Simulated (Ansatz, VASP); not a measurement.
## ZnO: VASP beside Ansatz

```
Zn O
1.0
     3.11000    0.00000    0.00000
    -1.55500    2.69334    0.00000
     0.00000    0.00000    5.40109
Zn O
2 2
Direct
  0.33333 0.66667 0.00996
  0.66667 0.33333 0.50996
  0.33333 0.66667 0.37004
  0.66667 0.33333 0.87004
```

Alike in both runs: functional PBEsol; k mesh 6 × 6 × 4; no spin polarisation.

Ansatz relaxed the structure, and its values are those at the end. VASP's run is a single point on that final structure, the one shown.

|  | VASP | Ansatz |
| --- | --- | --- |
| version | VASP 6.6.1 | Ansatz 0.2.0 |
| potentials or method | VASP PAW PBE potentials, release 64 (Zn, O) | scalar-relativistic, plane waves, PAW |
| plane-wave cutoff (eV) | 520 | 420 |
| occupations | gaussian, width 0.01 eV | fixed |
| valence electrons in the cell | 36 | 36 |

|  | VASP | Ansatz | Ansatz less VASP |
| --- | --- | --- | --- |
| gap on the k mesh at the Fermi level (eV) | 0.62 | 0.64 | +0.013 |
| least direct gap on the mesh (eV) | 0.62 | 0.64 | +0.013 |
| pressure (GPa) | 6.8 | 5.6 | -1.16 |
| rms of the force components (eV/Å) | 0.010 | 0.000 | -0.0094 |

Caveats: the PAW data sets were made with another functional, which shifts forces and pressure a little (VASP). As with any semilocal functional, this PBEsol gap is likely too small.
